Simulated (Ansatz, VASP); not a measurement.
## One calculation of Ru, two programs

File INCAR:

```
SYSTEM = Ru
ALGO = Fast
EDIFF = 1E-6
ENCUT = 520
GGA = PS
ISIF = 2
ISMEAR = 0
LASPH = .TRUE.
LCHARG = .TRUE.
LELF = .TRUE.
LREAL = .FALSE.
LVHAR = .TRUE.
LWAVE = .FALSE.
NBANDS = 21
NELM = 100
PREC = Accurate
SIGMA = 0.15
```

Contents of KPOINTS:

```
k-points
0
G
  21 21 12
  0 0 0
```

File POSCAR:

```
Ru
1.0
    2.7012395944      0.0000000000      0.0000000000
   -1.3506197972      2.3393421104      0.0000000000
    0.0000000000      0.0000000000      4.5534795842
Ru
2
Direct
    0.3333333333      0.6666666667      0.2500000000
    0.6666666667      0.3333333333      0.7500000000
```

Input for Ansatz:

```yaml
crystal:
  lattice:
    - [2.7012395944, 0.0, 0.0]
    - [-1.3506197972, 2.3393421104, 0.0]
    - [0.0, 0.0, 4.5534795842]
  atoms:
    - { symbol: Ru, position: [0.3333333333, 0.6666666667, 0.25] }
    - { symbol: Ru, position: [0.6666666667, 0.3333333333, 0.75] }
basis:
  ecutwfc: 420
kpoints:
  mp_grid: { grid: [21, 21, 12] }
hamiltonian:
  xc: pbesol
  pseudopotentials: { kind: paw, azcp: { folder: soft_1 } }
scf:
  occupations: { method: gaussian, width: 0.15 }
output:
  forces: true
  stress: true
  eigenvalues: true
```

Alike in both runs: task single point; functional PBEsol; k mesh 21 × 21 × 12; occupations gaussian, width 0.15 eV; no spin polarisation.

```csv
,VASP,Ansatz
version,VASP 6.6.1,Ansatz 0.2.0
potentials or method,"VASP PAW PBE potentials, release 64 (Ru_pv)","scalar-relativistic, plane waves, PAW"
plane-wave cutoff (eV),520,420
valence electrons in the cell,28,32
```

```csv
,VASP,Ansatz,Ansatz less VASP
gap on the k mesh at the Fermi level (eV),none,none,-
pressure (GPa),-21.6,-21.4,+0.21
largest component of the traceless stress (GPa),17.25,17.28,+0.030
```

A gap of «none» marks a metal or a gap that the smearing closes. The functional is the same, so the differences come from potentials, cutoffs and numerics. The two sets of potentials don't hold the same shells in valence. Ansatz warned: «pseudo_functional_mismatch».

Caveats: so large a pressure means that the cell lies far from this level's equilibrium, or that cutoff or potentials fall short (VASP); the potentials were made for another functional, which shifts forces and pressure (VASP).
